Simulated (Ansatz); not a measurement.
# 1T-VClI monolayer in a perpendicular field, part 3 of 3

Aim: how the 1T-VClI monolayer screens a field along its normal, and what the field does to its bands. A positive field points along +c.

Ansatz 0.2.0; plane-wave DFT, PBE-D3(BJ), Ansatz PAW.

So far, gap along the path (eV): step 3 (atoms held, field 0) 1.18; step 4 (field 0.1 V/Å) 1.18.

### Step 5. Single point, field -0.1 V/Å

Contents of input.yaml:

```yaml
crystal:
  lattice:
    - [3.8346040826, 0.0, 0.0]
    - [-1.9173020413, 3.320864549, 0.0]
    - [0.0, 0.0, 20.9308044318]
  atoms:
    - { symbol: I, position: [0.6666666667, 0.3333333333, 0.4299882515], spin: -0.03 }
    - { symbol: V, position: [0.0, 0.0, 0.5108991103], spin: 2.48 }
    - { symbol: Cl, position: [0.3333333333, 0.6666666667, 0.5700117485], spin: 0.01 }
magnetization:
  spin_polarized: true
kpoints:
  mp_grid: { grid: [12, 12, 1] }
  band_path:
    path: [[0, 0, 0], [0.5, 0, 0], [0.33333333, 0.33333333, 0], [0, 0, 0]]
    npoints: 16
hamiltonian:
  xc: pbe
  dispersion: d3bj
scf:
  occupations: { method: fermi_dirac, width: 0.02585 }
  convergence: { dr2_threshold: 1.0e-10 }
efield:
  axis: 3
  dipole_correction: true
  ramp_position: 0.97
  ramp_width: 0.06
  amplitude: -0.1
output:
  write_potential: true
  write_density: true
  volumetric_format: npy
```

On the command line:

```
ansatz run input.yaml --threads 2 --pin off --max-ram 3072MiB --backend cpu --events-out ev --progress --plain --runs-dir out
```

Numbers of over 12 decimals in the logs are rounded to 6 here.

The program printed:

```text
[...]
Crystal: 3 atoms, lattice volume = 266.537 Å³
Basis set: ecut = 420 eV, 5193 PW (Γ)
Bands: 24, of which v1, the nominal top of the filled ones, is band 19 counted from 1 (18 counted from 0)
Symmetry: 6 space group operations
k-points: 19 of 144 (time reversal used)
[...]
Starting moments: Σ|m| = 2.52 μB on 3 of 3 sites
[...]
k-point 1 ↑: bands = [... 15 lower, -3.0674, -2.8058, -1.3782, -1.3100, -1.0079, 0.7353, 0.8939, 2.1693, ... 1 higher]
  k-point 2 ↑: bands = [... 15 lower, -3.6709, -3.0706, -1.4139, -1.1302, -0.8759, 0.4893, 0.8349, 2.7005, ... 1 higher]
  k-point 18 ↓: bands = [... 15 lower, -4.6261, -4.0614, 1.5587, 1.5614, 1.5966, 1.9500, 2.3221, 4.5023, ... 1 higher]
[key lines of the parts left out:]
SCF converged after 16 iterations
Magnetization: 3.0000 μB (20.0000 up, 17.0000 down)
Free energy (F): -11507.812046 eV
Fermi energy:    -0.167260 eV
Dipole field:    D = -0.049387 V/Å  (p = -0.072746 e·Å, saw-weighted, corrected)
```

Run time: 16 s. Hardware: 2 threads of Intel Xeon Platinum 8559C (Emerald Rapids), shared host; peak memory 0.7 GiB; 31 s of CPU time.

The dipole is -0.0727 e·Å, -0.0325 e·Å from its value without field, and the gap 1.182 eV.

### Step 6. Response, atoms held

This step: plane-wave DFT, PBE-D3(BJ), Ansatz PAW; response to a field along the normal, atoms held (Ansatz 0.2.0).

The dipoles give the slope, and the difference of two potentials shows where the field is screened.

This step gave:

```yaml
equivalent_conductor_thickness_p_eps_0ae: 4.626 Å
distance_between_the_outer_atoms: 2.931 Å
```

Dipole of the cell against applied field:

```csv
applied field (V/Å),dipole of the cell (e·Å)
-0.1000,-0.0727
0.0000,-0.0402
0.1000,-0.00764
```

The total moment stays at 3 μB for applied field from -0.1 to 0.1 V/Å.

Local field over the applied field, running mean. From the potentials at -0.1 and 0.1 V/Å; running mean over 2.5 Å. The local field over applied field by z:

z (Å), local field over applied field and a bar from the least value:
```
     4.07      0.999 ##############################
     4.36      0.999 ##############################
     4.80      0.996 ##############################
     5.09      0.993 ##############################
     5.52      0.983 #############################
     5.81      0.969 #############################
     6.10      0.945 ############################
     6.54      0.880 ##########################
     6.83      0.812 ########################
     7.12      0.727 #####################
     7.56      0.582 ################
     7.85      0.479 ############
     8.29      0.327 #######
     8.58      0.238 ####
     8.87      0.168 ##
     9.30      0.115 
     9.59      0.108 
     9.88      0.111 
    10.32      0.123 
    10.61      0.136 #
    11.05      0.171 ##
    11.34      0.203 ###
    11.63      0.245 #####
    12.06      0.334 ########
    12.36      0.410 ##########
    12.65      0.499 #############
    13.08      0.642 ##################
    13.37      0.734 #####################
    13.81      0.852 #########################
    14.10      0.910 ###########################
    14.39      0.949 ############################
    14.83      0.980 #############################
    15.12      0.990 ##############################
    15.41      0.995 ##############################
    15.84      0.998 ##############################
    16.13      0.999 ##############################
    16.57      1.000 ##############################
    16.86      1.000 ##############################
```

Electrons, planar mean, per unit field. Table of induced electron density by z:

z (Å), induced electron density (e/Å³ per V/Å) and a bar from the least value:
```
      4.5    0.00001 ##############
      5.0    0.00003 ##############
      5.5    0.00008 ###############
      6.0    0.00022 ###############
      6.5    0.00058 #################
      7.0    0.00143 #####################
      7.5    0.00286 ############################
      8.0    0.00329 ##############################
      8.5    0.00136 #####################
      9.0    0.00096 ###################
      9.5   -0.00004 ##############
     10.0   -0.00148 #######
     10.5   -0.00050 ############
     11.0    0.00059 #################
     11.5    0.00012 ###############
     12.0   -0.00144 #######
     12.5   -0.00275 #
     13.0   -0.00300 
     13.5   -0.00148 #######
     14.0   -0.00055 ############
     14.5   -0.00018 #############
     15.0   -0.00006 ##############
     15.5   -0.00002 ##############
     16.0    0.00000 ##############
     16.5    0.00000 ##############
```

By hand: between -0.1 and 0.1 V/Å the dipole changes by 0.06511 e·Å, a slope of 0.3255 e·Å²/V. A perfect conductor of thickness t has p = ε₀AEt, so t = 180.95 × 0.3255 / 12.734 = 4.63 Å (e/ε₀ = 180.95 V·Å, A in Å²).

The induced dipole is that of a conductor 4.63 Å thick.

### Step 7. What came out

```yaml
gap_without_field: 1.18 eV
ionisation_energy_upper_face: 4.76 eV
electron_affinity_upper_face: 3.58 eV
step_between_the_vacuum_levels: 0.571 eV
equivalent_conductor_thickness_atoms_held: 4.63 Å
```

The induced dipole equals that of a perfect conductor 4.63 Å thick, while the outer atoms lie 2.93 Å apart; an out-of-plane ε follows only once a thickness t is chosen, by 1 − 1/ε = 4.63 Å / t. The two faces differ: the vacuum level above lies 0.57 eV higher than the one below. The gap stays within 0.01 eV of 1.18 eV over the fields run, up to 0.1 V/Å in size. Semilocal functionals give gaps that are too small, and excitons are not included. The magnetic order is the one reached from the typed start; other orders were not compared. Spin-orbit coupling is left out, which matters for the bands of elements this heavy.

[Logs are printed without paths, hosts, clocks, repeated set-up lines and the standing remarks that a program may print on its own settings, such as how far it seeks lower states.]

[Hosts, paths, dates, database ids (printed as entryN), source tags and the programs' standing remarks are cut or masked in the printed files.]

[Maps of the electrostatic potential energy from Ansatz leave out the sawtooth potential of an applied field or a dipole correction, so their vacuum need not be flat; planar profiles and work functions include it.]
